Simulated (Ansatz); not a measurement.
Runs of Ansatz 0.2.0 on SnSe2. It takes space group P-3m1 (No. 164, trigonal). Conventional cell: a = 3.811 Å, b = 3.811 Å, c = 6.136 Å, α = 90.00°, β = 90.00°, γ = 120.00°. Sn (site symmetry -3m) is surrounded by 6 Se at 2.68 Å. Se (site symmetry 3m) is surrounded by 3 Sn at 2.68 Å. 

| task | level | spin | cell | k mesh | cutoff (eV) | points for each segment of the path | mesh quality | gap on the mesh (eV) | pressure (GPa) | relaxed volume (Å³/atom) | largest force (eV/Å) |
| --- | --- | --- | --- | --- | --- | --- | --- | --- | --- | --- | --- |
| band structure | r2SCAN | off | as given | 8 × 8 × 5 | 500 | 14 | not flagged | 1.10 | 3.6 | - | 0.52 |
| relaxation of cell and atoms | revPBE+D3(BJ) | off | relaxed | 8 × 8 × 5 | 420 | - | not flagged | - | 0.0 | (a) | - |
| band structure | B3LYP | off | as given | 4 × 4 × 3 | 420 | 4 | coarse | (b) | 6.9 | - | 0.55 |
| relaxation of cell and atoms | revPBE+D4 | off | relaxed | 8 × 8 × 5 | 420 | - | not flagged | - | 0.0 | 24.94 | - |
| band structure | BLYP | off | as given | 8 × 8 × 5 | 420 | 14 | not flagged | 0.80 | 9.6 | - | 1.05 |
| band structure | r2SCAN | SOC, no magnetisation | as given | 6 × 6 × 4 | 500 | 14 | not flagged | 1.07 | 3.6 | - | 0.51 |
| band structure | revPBE | off | as given | 8 × 8 × 5 | 420 | 14 | not flagged | 0.87 | 6.9 | - | 0.82 |
| relaxation of cell and atoms | revPBE | off | relaxed | 8 × 8 × 5 | 420 | - | not flagged | 0.84 | 0.0 | 39.17 | - |

Alike in all rows: potentials or basis Ansatz PAW; smearing fermi-dirac 0.05 eV.

Fill in the values left out.

(a) 24.77; (b) 1.88.

Caveats: some runs use coarse meshes; the PAW data sets come from PBE, with cores solved anew for the run's functional, which leaves a small shift of forces and pressure; the k mesh misses the band edges, so the gap on the mesh is wider than the one along the path (some runs); spin-orbit coupling is left out, which moves the levels of the heavy elements (some runs); the plane-wave basis is chosen anew once the cell has moved, so the energies of steps on either side of that aren't comparable (some runs); this functional lacks dispersion, which binds the layers, so the pressure and a relaxed spacing across them are unreliable (some runs); the thresholds are loose for stress (some runs); forces of over 1 eV/Å show positions far from the minimum, so gaps and moduli don't describe the material at rest (some runs).

A k mesh can miss the band edges, and rows without SOC leave out spin-orbit coupling on Se, Sn.

Runs at the PBE level aren't shown here.
